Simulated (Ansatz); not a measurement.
**ZnAu: energy and pressure over a range of volumes**

How stiff is ZnAu, and at what volume does the pressure vanish? The cell is scaled evenly, atoms carried along, and solved with LAPW, PAW and all-electron datasets made for the crystal.

Computed with Ansatz 0.2.0 (DFT PBE, scalar-relativistic, unless a step's input says otherwise).

### Step 1. The system as given

The structure is cubic, space group Pm-3m (No. 221). The conventional cell has a = 3.147 Å, b = 3.147 Å, c = 3.147 Å, α = 90.00°, β = 90.00°, γ = 90.00°. Zn (site symmetry m-3m) has 8 Au at 2.73 Å as nearest neighbours. Au (site symmetry m-3m) is surrounded by 8 Zn at 2.73 Å.

As a file:

```cif
data_structure
_symmetry_space_group_name_H-M 'P 1'
_symmetry_Int_Tables_number 1
_cell_length_a 3.1470
_cell_length_b 3.1470
_cell_length_c 3.1470
_cell_angle_alpha 90.000
_cell_angle_beta 90.000
_cell_angle_gamma 90.000
_cell_volume 31.17
loop_
_atom_site_label
_atom_site_type_symbol
_atom_site_fract_x
_atom_site_fract_y
_atom_site_fract_z
_atom_site_occupancy
Zn1 Zn 0.50000 0.50000 0.50000 1
Au1 Au 0.00000 0.00000 0.00000 1
```

The structure is an experimental refinement, used without relaxation.

Atoms are numbered in the order of the input: Zn1, Au2.

### Step 2. Volume × 0.95, LAPW

input.yaml reads:

```yaml
crystal:
  lattice:
    - [3.0936507106, 0.0, 0.0]
    - [0.0, 3.0936507106, 0.0]
    - [0.0, 0.0, 3.0936507106]
  atoms:
    - { symbol: Zn, position: [0.5, 0.5, 0.5] }
    - { symbol: Au, position: [0.0, 0.0, 0.0] }
kpoints:
  mp_grid: { grid: [12, 12, 12] }
scf:
  occupations: { method: fermi_dirac, width: 0.05 }
hamiltonian:
  xc: pbe
  pseudopotentials: { kind: all_electron, lapw: { basis_error: 0.0005 } }
output:
  forces: true
  stress: true
  eigenvalues: true
```

### Step 3. Volume × 0.95, PAW

Changes to input.yaml since step 2:

```diff
@@ -14,3 +14,3 @@
   xc: pbe
-  pseudopotentials: { kind: all_electron, lapw: { basis_error: 0.0005 } }
+  pseudopotentials: { kind: paw }
 output:
@@ -19 +19,2 @@
   eigenvalues: true
+  efg: { contact_densities: true }
```

### Step 4. Volume × 0.95, crystal datasets

Changes to input.yaml since step 3:

```diff
@@ -14,3 +14,3 @@
   xc: pbe
-  pseudopotentials: { kind: paw }
+  pseudopotentials: { kind: all_electron, datasets: crystal }
 output:
```

### Step 5. Volume × 0.975, LAPW

input.yaml reads:

```yaml
crystal:
  lattice:
    - [3.1205533715, 0.0, 0.0]
    - [0.0, 3.1205533715, 0.0]
    - [0.0, 0.0, 3.1205533715]
  atoms:
    - { symbol: Zn, position: [0.5, 0.5, 0.5] }
    - { symbol: Au, position: [0.0, 0.0, 0.0] }
kpoints:
  mp_grid: { grid: [12, 12, 12] }
scf:
  occupations: { method: fermi_dirac, width: 0.05 }
hamiltonian:
  xc: pbe
  pseudopotentials: { kind: all_electron, lapw: { basis_error: 0.0005 } }
output:
  forces: true
  stress: true
  eigenvalues: true
```

### Step 6. Volume × 0.975, PAW

Changes to input.yaml since step 5:

```diff
@@ -14,3 +14,3 @@
   xc: pbe
-  pseudopotentials: { kind: all_electron, lapw: { basis_error: 0.0005 } }
+  pseudopotentials: { kind: paw }
 output:
@@ -19 +19,2 @@
   eigenvalues: true
+  efg: { contact_densities: true }
```

### Step 7. Volume × 1.025, LAPW

input.yaml reads:

```yaml
crystal:
  lattice:
    - [3.173009444, 0.0, 0.0]
    - [0.0, 3.173009444, 0.0]
    - [0.0, 0.0, 3.173009444]
  atoms:
    - { symbol: Zn, position: [0.5, 0.5, 0.5] }
    - { symbol: Au, position: [0.0, 0.0, 0.0] }
kpoints:
  mp_grid: { grid: [12, 12, 12] }
scf:
  occupations: { method: fermi_dirac, width: 0.05 }
hamiltonian:
  xc: pbe
  pseudopotentials: { kind: all_electron, lapw: { basis_error: 0.0005 } }
output:
  forces: true
  stress: true
  eigenvalues: true
```

### Step 8. Volume × 1.025, PAW

Changes to input.yaml since step 7:

```diff
@@ -14,3 +14,3 @@
   xc: pbe
-  pseudopotentials: { kind: all_electron, lapw: { basis_error: 0.0005 } }
+  pseudopotentials: { kind: paw }
 output:
@@ -19 +19,2 @@
   eigenvalues: true
+  efg: { contact_densities: true }
```

### Step 9. Volume × 1.05, LAPW

input.yaml reads:

```yaml
crystal:
  lattice:
    - [3.1985993349, 0.0, 0.0]
    - [0.0, 3.1985993349, 0.0]
    - [0.0, 0.0, 3.1985993349]
  atoms:
    - { symbol: Zn, position: [0.5, 0.5, 0.5] }
    - { symbol: Au, position: [0.0, 0.0, 0.0] }
kpoints:
  mp_grid: { grid: [12, 12, 12] }
scf:
  occupations: { method: fermi_dirac, width: 0.05 }
hamiltonian:
  xc: pbe
  pseudopotentials: { kind: all_electron, lapw: { basis_error: 0.0005 } }
output:
  forces: true
  stress: true
  eigenvalues: true
```

### Step 10. Volume × 1.05, PAW

Changes to input.yaml since step 9:

```diff
@@ -14,3 +14,3 @@
   xc: pbe
-  pseudopotentials: { kind: all_electron, lapw: { basis_error: 0.0005 } }
+  pseudopotentials: { kind: paw }
 output:
@@ -19 +19,2 @@
   eigenvalues: true
+  efg: { contact_densities: true }
```

### Step 11. Volume × 1.05, crystal datasets

Changes to input.yaml since step 10:

```diff
@@ -14,3 +14,3 @@
   xc: pbe
-  pseudopotentials: { kind: paw }
+  pseudopotentials: { kind: all_electron, datasets: crystal }
 output:
```

(Steps that only read results are left out.)

What does the calculation give? Wanted: equilibrium volume; bulk modulus (for each run or level that gives them).

**Answer**, as computed:

```
                      quantity           value
     equilibrium volume (LAPW)  16.181 Å³/atom
           bulk modulus (LAPW)         116 GPa
its pressure derivative (LAPW)             5.5
      equilibrium volume (PAW)  16.179 Å³/atom
            bulk modulus (PAW)         117 GPa
 its pressure derivative (PAW)             5.6
```

In words: By LAPW, the pressure vanishes at 16.18 Å³/atom (+3.8 % from the starting cell) and the bulk modulus there is 116 GPa (Birch-Murnaghan, third order). PAW's volume lies -0.01 % and its modulus +0.2 % from LAPW's. No thermal or zero-point expansion is included. Spin-orbit coupling is left out, though the cell holds Au; in elements this heavy it can shift bands and gaps by tenths of an eV.
